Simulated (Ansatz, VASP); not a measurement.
**One calculation of KBr, two programs**

```
Br K
1.0
     0.00000    3.30000    3.30000
     3.30000    0.00000    3.30000
     3.30000    3.30000    0.00000
Br K
1 1
Cartesian
  3.3000 3.3000 3.3000
  0.0000 0.0000 0.0000
```

Alike in both runs: functional BLYP; k mesh 7 × 7 × 7; occupations fermi-dirac, width 0.05 eV; no spin polarisation.

|  | VASP | Ansatz |
| --- | --- | --- |
| version | VASP 6.6.1 | Ansatz 0.2.0 |
| potentials or method | VASP PAW PBE potentials, release 64 (Br, K_sv) | Ansatz PAW |
| plane-wave cutoff (eV) | 520 | 420 |
| valence electrons in the cell | 16 | 16 |
| task | single point | band structure |

```csv
,VASP,Ansatz,Ansatz less VASP
gap on the k mesh at the Fermi level (eV),4.45,4.44,-0.011
least direct gap on the mesh (eV),4.45,4.44,-0.011
pressure (GPa),1.5,1.5,-0.05
```

Caveats: the PAW data sets were made with another functional, which shifts forces and pressure a little (VASP); the PAW data sets come from PBE, with cores solved anew for the run's functional, which leaves a small shift of forces and pressure (Ansatz). A hybrid or GW would open this gap; BLYP tends to underestimate it.
